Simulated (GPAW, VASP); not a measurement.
Given: the input of a run of VASP 6.6.1 on TePb. 

INCAR

```
SYSTEM = TePb
ALGO     = Normal         ! electronic algorithm
EDIFF    = 1E-6           ! SCF threshold, eV
ENCUT    = 520            ! plane-wave cutoff, eV
GGA      = PE             ! functional
ISIF     = 2              ! what is computed and relaxed
ISMEAR   = 0              ! smearing method
LASPH    = .TRUE.         ! aspherical terms in the spheres
LCHARG   = .FALSE.        ! write CHGCAR
LREAL    = .FALSE.        ! projectors in reciprocal space
LWAVE    = .FALSE.        ! write WAVECAR
NELM     = 100            ! most SCF steps
PREC     = Accurate       ! precision mode
SIGMA    = 0.020999999999999998 ! smearing width, eV
```

Contents of KPOINTS:

```
k-points
0
G
  7 7 7
  0 0 0
```

The input POSCAR:

```
TePb
1.0
    0.0000000000      3.2310000000      3.2310000000
    3.2310000000      0.0000000000      3.2310000000
    3.2310000000      3.2310000000      0.0000000000
Pb Te
1 1
Direct
    0.0000000000      0.0000000000      0.0000000000
    0.5000000000      0.5000000000      0.5000000000
```

Potentials or basis: VASP PAW PBE potentials, release 64 (Pb_d, Te).

The run is started by

```sh
$ cat potpaw_PBE.64/Pb_d/POTCAR potpaw_PBE.64/Te/POTCAR > POTCAR
$ mpirun -np 1 vasp_std > vasp.out
```

Q: Set up the same calculation for GPAW 26.7.0 (ASE script). Potentials or basis there: GPAW PAW data sets (gpaw-data 1.2.1), cutoff 600 eV.

A: As run (cutoffs and basis follow the program's own potentials, and thresholds, step limits or extra output files can differ):

The input run.py:

```python
from ase.dft.bandgap import bandgap
from ase.io import read, write
from ase.units import GPa
from gpaw import GPAW, PW

atoms = read('TePb.xyz')

calc = GPAW(mode=PW(600),
            xc='PBE',
            kpts={'size': (7, 7, 7), 'gamma': True},
            occupations={'name': 'methfessel-paxton', 'order': 0, 'width': 0.020999999999999998},
            nbands=19,
            convergence={'density': 1e-05, 'energy': 1e-05},
            maxiter=150,
            txt='gpaw.txt')
atoms.calc = calc
energy = atoms.get_potential_energy()
forces = atoms.get_forces()
stress = atoms.get_stress()
calc.write('gs.gpw')
write('result.traj', atoms)
print(f'Energy: {energy:.6f} eV')
print('Forces (eV/A):')
print(forces.round(4))
print('Stress (GPa):', (stress / GPa).round(3))
print('Fermi level:', round(calc.get_fermi_level(), 4), 'eV')
print(f'Gap: {bandgap(calc)[0]:.4f} eV, direct: {bandgap(calc, direct=True)[0]:.4f} eV')
```

Contents of TePb.xyz:

```xyz
2
Lattice="0.0000000000 3.2310000000 3.2310000000 3.2310000000 0.0000000000 3.2310000000 3.2310000000 3.2310000000 0.0000000000" Properties=species:S:1:pos:R:3 pbc="T T T"
Pb     0.0000000000      0.0000000000      0.0000000000
Te     3.2310000000      3.2310000000      3.2310000000
```

Potentials or basis: GPAW PAW data sets (gpaw-data 1.2.1), pw.

Launch:

```console
$ OMP_NUM_THREADS=1 python run.py
```

Both were run:

|  | VASP | GPAW |
| --- | --- | --- |
| Pressure | 2.1 GPa | 1.8 GPa |

Pressure is positive in compression.
